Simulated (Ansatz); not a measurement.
# AgBr: the cost of one run

Method: DFT LDA, scalar-relativistic, plane waves, PAW, in Ansatz 0.2.0.

### Step 1. The structure to begin with

It takes space group Fm-3m (No. 225, cubic). Conventional cell: a = 5.772 Å, b = 5.772 Å, c = 5.772 Å, α = 90.00°, β = 90.00°, γ = 90.00°. Ag (site symmetry m-3m) has 6 Br at 2.89 Å as nearest neighbours. Br (site symmetry m-3m) is surrounded by 6 Ag at 2.89 Å.

Coordinates:

```cif
data_structure
_symmetry_space_group_name_H-M 'Fm-3m'
_symmetry_Int_Tables_number 225
_cell_length_a 5.7721
_cell_length_b 5.7721
_cell_length_c 5.7721
_cell_angle_alpha 90.000
_cell_angle_beta 90.000
_cell_angle_gamma 90.000
_cell_volume 192.31
loop_
_atom_site_label
_atom_site_type_symbol
_atom_site_symmetry_multiplicity
_atom_site_Wyckoff_symbol
_atom_site_fract_x
_atom_site_fract_y
_atom_site_fract_z
_atom_site_occupancy
Ag1 Ag 4 b 0.50000 0.00000 0.00000 1
Br1 Br 4 a 0.00000 0.00000 0.00000 1
```

No relaxation comes first: the listed cell is the starting point.

### Step 2. The reference: the undisturbed cell on the scan's mesh

The input, input.yaml:

```yaml
crystal:
  lattice:
    - [0.0, 2.88605, 2.88605]
    - [2.88605, 0.0, 2.88605]
    - [2.88605, 2.88605, 0.0]
  atoms:
    - { symbol: Ag, position: [0.5, 0.5, 0.5] }
    - { symbol: Br, position: [0.0, 0.0, 0.0] }
basis:
  ecutwfc: 420
kpoints:
  mp_grid: { grid: [12, 12, 12] }
hamiltonian:
  xc: lda
scf:
  occupations: { method: gaussian, width: 0.03 }
output:
  forces: true
  stress: true
  eigenvalues: true
```

Started as:

```console
$ ansatz run input.yaml --threads 1 --pin off --max-ram 1228MiB --backend cpu --events-out ev --progress --plain --runs-dir out
```

**Question.** How long does this run take on 1 thread of an x86-64 CPU, shared host, and how much memory does it need?

About 1.3 s, with a peak of 0.39 GiB.
